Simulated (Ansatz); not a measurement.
# Si2W: which structure wins at one pressure

Which of MoSi2, fluorite, AlB2 has the lowest enthalpy for Si2W at one common pressure? The runs shown use PAW and LAPW.

Computed with Ansatz 0.2.0 (DFT PBE, with the methods named in each step, unless a step's input says otherwise).

**1. The structure to begin with**

It takes space group I4/mmm (No. 139, tetragonal). The conventional cell has a = 3.118 Å, b = 3.118 Å, c = 7.640 Å, α = 90.00°, β = 90.00°, γ = 90.00°. W (site symmetry 4/mmm) is surrounded by 10 Si at 2.54 to 2.56 Å. Around Si (site symmetry 4mm) lie 5 Si at 2.52 to 2.56 Å and 5 W at 2.54 to 2.56 Å.

Structure file:

```cif
data_structure
_symmetry_space_group_name_H-M 'P 1'
_symmetry_Int_Tables_number 1
_cell_length_a 4.4108
_cell_length_b 4.4108
_cell_length_c 4.4108
_cell_angle_alpha 138.597
_cell_angle_beta 138.597
_cell_angle_gamma 59.990
_cell_volume 37.15
loop_
_atom_site_label
_atom_site_type_symbol
_atom_site_fract_x
_atom_site_fract_y
_atom_site_fract_z
_atom_site_occupancy
W1 W 0.00000 0.00000 0.00000 1
Si1 Si 0.33500 0.33500 0.00000 1
Si2 Si 0.66500 0.66500 0.00000 1
```

Atoms are numbered in the order of the input: W1, Si2, Si3.

**2. Cell relaxed at zero pressure, PAW**

File input.yaml:

```yaml
crystal:
  lattice:
    - [-1.5592157582, 1.5592157582, 3.8200786076]
    - [1.5592157582, -1.5592157582, 3.8200786076]
    - [1.5592157582, 1.5592157582, -3.8200786076]
  atoms:
    - { symbol: W, position: [0.0, 0.0, 0.0] }
    - { symbol: Si, position: [0.335, 0.335, 0.0] }
    - { symbol: Si, position: [-0.335, -0.335, 0.0] }
kpoints:
  mp_grid: { grid: [15, 15, 15] }
scf:
  occupations: { method: fermi_dirac, width: 0.05 }
hamiltonian:
  xc: pbe
  pseudopotentials: { kind: paw }
output:
  forces: true
  stress: true
relax:
  f_tol: 0.005
  max_steps: 40
  cell: {}
```

Command:

```console
$ ansatz run input.yaml --threads 2 --pin off --max-ram 5120MiB --backend cpu --events-out ev --progress --plain --runs-dir out
```

The runs that follow: Volume scaled by 0.8, to set the pressure, PAW; MoSi2 relaxed under pressure, PAW; MoSi2 relaxed under pressure, LAPW; Fluorite relaxed under pressure, PAW; Fluorite relaxed under pressure, LAPW; AlB2 relaxed under pressure, PAW; AlB2 relaxed under pressure, LAPW.

What does the calculation give? Wanted: pressure; lowest (for each run or level that gives them).

As calculated:

```
     quantity                             value
     pressure                            80 GPa
lowest (LAPW)  MoSi2, 777.7 meV/atom under AlB2
 lowest (PAW)  MoSi2, 775.7 meV/atom under AlB2
```

What this shows: By LAPW the order is MoSi2 < AlB2 < fluorite. By PAW the order is MoSi2 < AlB2 < fluorite. The methods agree on the lowest phase. Only these structures were tried, with electrons smeared by 0.05 eV and without vibrations, so the true ground state may be another. The k meshes differ between phases and weren't tested, which can move differences by some meV. Spin-orbit coupling is left out, though the cell holds W; in elements this heavy it can shift bands and gaps by tenths of an eV.
